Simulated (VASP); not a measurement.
A run of VASP 6.6.1:

Contents of INCAR:

```
SYSTEM = Al
  ALGO = Fast
  EDIFF = 1E-6
  EDIFFG = -0.01
  ENCUT = 600
  GGA = PE
  IBRION = 2
  ISIF = 3
  ISMEAR = 0
  LASPH = .TRUE.
  LCHARG = .FALSE.
  LREAL = .FALSE.
  LWAVE = .FALSE.
  NELM = 100
  NSW = 100
  PREC = Accurate
  SIGMA = 0.1
```

File KPOINTS:

```
k-points
0
G
  24 24 12
  0 0 0
```

POSCAR

```
Al
1.0
    2.7771682486      0.0000000000      0.0000000000
   -1.3885841243      2.4050982539      0.0000000000
    0.0000000000      0.0000000000      5.0028673634
Al
2
Direct
    0.6666666667      0.3333333333      0.7500000000
    0.3333333333      0.6666666667      0.2500000000
```

Potentials or basis: VASP PAW PBE potentials, release 64 (Al).

Launch:

```bash
$ cat potpaw_PBE.64/Al/POTCAR > POTCAR
$ mpirun -np 1 vasp_std > vasp.out
```

Hardware: 1 thread of Intel(R) Xeon(R) Platinum 8488C (Sapphire Rapids), on a shared host.

Problem. How long does it take, and how much memory?

Solution. Wall time 3.5 min on 1 thread of Intel(R) Xeon(R) Platinum 8488C (Sapphire Rapids), with other jobs on the host, peak memory 0.24 GiB. Counts: scf iterations 39, k points 427, ion steps 6.
